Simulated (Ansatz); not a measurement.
SiC:

```
Si C
1.0
     3.07569    0.00000    0.00000
    -1.53785    2.66363    0.00000
     0.00000    0.00000   10.07065
Si C
4 4
Cartesian
  0.0000 0.0000 1.8922
  0.0000 0.0000 6.9275
  0.0000 1.7758 4.4094
  1.5378 0.8879 9.4447
  0.0000 0.0000 0.0046
  0.0000 0.0000 5.0400
  0.0000 1.7758 2.5157
  1.5378 0.8879 7.5510
```

The cell is a database's computed one.

- Program: Ansatz 0.2.0
- Task: single point
- Functional: PBE
- Potentials or basis: all-electron LAPW, scalar-relativistic
- Cutoff: 351 eV (chosen from the basis error)
- Basis error allowed: 0.001 eV/atom
- k mesh: 10 × 10 × 3
- Occupations: fermi-dirac, width 0.05 eV
- Spin: no spin polarisation

On this cell: pressure 3.9 GPa; largest force 0.005 eV/Å; band gap on the k mesh 2.23 eV, indirect (least direct gap 3.35 eV).

The same run follows on a disturbed copy (atoms moved at random, drawn with an rms of 0.05 Å):

```
Si C
1.0
     3.07569    0.00000    0.00000
    -1.53785    2.66363    0.00000
     0.00000    0.00000   10.07065
Si C
4 4
Direct
  0.98785 0.97935 0.18355
  0.99742 0.00184 0.68765
  0.33810 0.67299 0.44105
  0.67038 0.33091 0.93535
  0.99180 0.00409 0.00318
  0.00621 0.00038 0.49971
  0.32837 0.65551 0.24923
  0.66670 0.32858 0.74805
```

**Question.** What does the disturbed cell give?

**Answer.** The energy moves by +18.3 meV/atom; pressure 4.4 GPa; largest force 2.055 eV/Å; band gap on the k mesh 1.84 eV, indirect (least direct gap 3.12 eV).

Forces on the atoms (eV/Å):
```
Si   0.100  0.546  1.834
Si   0.420 -0.329 -0.334
Si   0.240 -0.410 -1.403
Si  -0.786  0.281  0.739
C    0.810 -0.420 -1.841
C   -0.333  0.293  0.699
C   -0.132 -0.274  0.022
C   -0.319  0.313  0.284
```

Stress tensor (GPa, compression positive):
```
 4.91 -0.99  0.07
-0.99  2.96 -0.23
 0.07 -0.23  5.19
```

Caveats: an odd mesh through Γ misses points on the zone boundary, where band edges often lie.
